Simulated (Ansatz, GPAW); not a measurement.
Given: the input of a run of GPAW 26.7.0 (ASE script) on InP. 

File run.py:

```python
from ase.dft.bandgap import bandgap
from ase.io import read, write
from ase.units import GPa
from gpaw import GPAW, PW

atoms = read('InP.xyz')

calc = GPAW(mode=PW(600),
            xc='PBE',
            kpts={'size': (8, 8, 8), 'gamma': True},
            occupations={'name': 'methfessel-paxton', 'order': 0, 'width': 0.026000000000000002},
            nbands=18,
            convergence={'density': 1e-05, 'energy': 1e-05},
            maxiter=150,
            txt='gpaw.txt')
atoms.calc = calc
energy = atoms.get_potential_energy()
forces = atoms.get_forces()
stress = atoms.get_stress()
calc.write('gs.gpw')
write('result.traj', atoms)
print(f'Energy: {energy:.6f} eV')
print('Forces (eV/A):')
print(forces.round(4))
print('Stress (GPa):', (stress / GPa).round(3))
print('Fermi level:', round(calc.get_fermi_level(), 4), 'eV')
print(f'Gap: {bandgap(calc)[0]:.4f} eV, direct: {bandgap(calc, direct=True)[0]:.4f} eV')
```

InP.xyz

```xyz
2
Lattice="0.0000000000 2.9305000000 2.9305000000 2.9305000000 0.0000000000 2.9305000000 2.9305000000 2.9305000000 0.0000000000" Properties=species:S:1:pos:R:3 pbc="T T T"
In     0.0000000000      0.0000000000      0.0000000000
P      4.3957500000      4.3957500000      4.3957500000
```

Potentials or basis: GPAW PAW data sets (gpaw-data 1.2.1), pw.

Launch:

```bash
$ OMP_NUM_THREADS=1 python run.py
```

Problem. What does the same run look like in Ansatz 0.2.0? Potentials or basis there: all-electron LAPW, scalar-relativistic.

Solution. As run (cutoffs and basis follow the program's own potentials, and thresholds, step limits or extra output files can differ):

The input input.yaml:

```yaml
crystal:
  lattice:
    - [0.0, 2.9305, 2.9305]
    - [2.9305, 0.0, 2.9305]
    - [2.9305, 2.9305, 0.0]
  atoms:
    - { symbol: In, position: [0.0, 0.0, 0.0] }
    - { symbol: P, position: [0.75, 0.75, 0.75] }
kpoints:
  mp_grid: { grid: [8, 8, 8] }
scf:
  occupations: { method: gaussian, width: 0.026 }
hamiltonian:
  xc: pbe
  pseudopotentials: { kind: all_electron, lapw: { basis_error: 0.001 } }
output:
  forces: true
  stress: true
  eigenvalues: true
```

Potentials or basis: all-electron LAPW, scalar-relativistic.

Run with:

```bash
$ ansatz run input.yaml --threads 1 --pin off --max-ram 3072MiB --backend cpu --events-out ev --progress --plain --runs-dir out
```

Both were run:

|  | GPAW | Ansatz |
| --- | --- | --- |
| Pressure | 3.0 GPa | 3.3 GPa |

Where Ansatz's input types no cutoff or centring, it takes its own default and a Γ-centred mesh.

Pressure is positive in compression.
